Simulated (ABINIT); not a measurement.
Planning a run of ABINIT 10.8.3 on InP (F-43m). The input:

```
acell 3*1.0 Angstrom
rprim 
  -0.000000000000 2.934350000000 2.934350000000
  2.934350000000 -0.000000000000 2.934350000000
  2.934350000000 2.934350000000 -0.000000000000
ntypat 2
znucl 49 15
natom 2
typat 1 2
xred 
  0.000000000000 0.000000000000 0.000000000000
  0.250000000000 0.250000000000 0.250000000000
pp_dirpath "pseudos"
pseudos "In.upf, P.upf"
ecut 33
ngkpt 4 4 4
nshiftk 1
shiftk 0 0 0
kptopt 1
chksymbreak 0
istwfk *1
occopt 1
irdwfk 1
optdriver 4
nband 145
gwcalctyp 10
ecutsigx 33
symsigma 1
nkptgw 8
kptgw 
  0.0000000000 0.0000000000 0.0000000000
  0.2500000000 0.0000000000 0.0000000000
  0.5000000000 0.0000000000 0.0000000000
  0.2500000000 0.2500000000 0.0000000000
  0.5000000000 0.2500000000 0.0000000000
  -0.2500000000 0.2500000000 0.0000000000
  0.5000000000 0.5000000000 0.0000000000
  -0.2500000000 0.5000000000 0.2500000000
bdgw 
  11 23
  11 23
  11 23
  11 23
  11 23
  11 23
  11 23
  11 23
ecuteps 6
irdscr 1
ppmodel 1
irdqps 1
indata_prefix "in"
outdata_prefix "out"
tmpdata_prefix "tmp"
```

```sh
OMP_NUM_THREADS=1 mpirun -n 8 abinit run.abi > log
```

Q: How long will it take on 8 MPI ranks of Arm Neoverse V1, shared host, and how much memory?

It took 2.3 min; on shared hardware allow 70 s to 4.7 min. Peak host memory was 2.6 GiB.

[Paths, hosts, dates, memory and timing lines, banners, echoed tables and standing remarks are left out of the program output.]

[Logs are printed without paths, hosts, clocks, repeated set-up lines and the standing remarks that a program may print on its own settings, such as how far it seeks lower states.]

[Runs of the session that timed out or met a known fault of the program may be left out.]

[Hosts, paths, dates, database ids (printed as entryN), source tags and the programs' standing remarks are cut or masked in the printed files.]

[G0W0 gaps are taken among the corrected bands and points alone; a level outside them can change the order at an edge.]

[Where Ansatz stands beside ABINIT at settings called matched, ABINIT's density can come from a denser mesh and the files from another edition; pairs whose starting gaps differed by over 0.03 eV were left out, so agreement reads better than it is.]
